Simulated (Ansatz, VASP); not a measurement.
# Two plane-wave programs on Mg8O7

```xyz
15
Lattice="-4.2761 4.2760 0.0011 0.0009 4.2758 -4.2753 -4.2742 0.0009 -4.2735" Properties=species:S:1:pos:R:3 pbc="T T T"
Mg   -2.1415    4.2641   -6.4174
Mg   -2.1415    2.1338   -4.2869
Mg   -4.2805    8.5471   -4.2798
Mg   -8.5470    6.4101   -6.4154
Mg   -4.2880    2.1338   -2.1417
Mg   -4.2794    4.2718   -4.2789
Mg   -2.1432    2.1335    0.0030
Mg   -2.1425    4.2787   -2.1424
O    -4.2783    4.2711   -6.4165
O    -4.2791    2.1331   -4.2785
O    -2.1413    4.2709   -4.2793
O    -6.4166    6.4092   -6.4156
O    -6.4172    4.2711   -4.2780
O    -4.2794    6.4090   -4.2789
O    -4.2802    4.2707   -2.1410
```

Alike in both runs: functional PBE; k mesh 3 × 3 × 3; occupations gaussian, width 0.1 eV; no spin polarisation.

Ansatz relaxed the structure, and its values are those at the end. VASP's run is a single point on that final structure, the one shown.

|  | VASP | Ansatz |
| --- | --- | --- |
| version | VASP 6.6.1 | Ansatz 0.2.0 |
| potentials or method | VASP PAW PBE potentials, release 64 (Mg, O) | scalar-relativistic, plane waves, PAW |
| plane-wave cutoff (eV) | 520 | 420 |
| valence electrons in the cell | 58 | 122 |

Ansatz gave:

```
gap on the k mesh at the Fermi level (eV) : 2.72
least direct gap on the mesh (eV)         : 3.13
pressure (GPa)                            : 0.0
rms of the force components (eV/Å)        : 0.004
```

Q: Which values does VASP return?

A: gap on the k mesh at the Fermi level (eV): 2.72; least direct gap on the mesh (eV): 3.13; pressure (GPa): -0.7; rms of the force components (eV/Å): 0.008.

The two sets of potentials don't hold the same shells in valence.

Caveats: the k mesh is coarse (spacing up to 0.42 Å⁻¹), so the values aren't converged; an odd mesh through Γ misses points on the zone boundary, where band edges often lie.
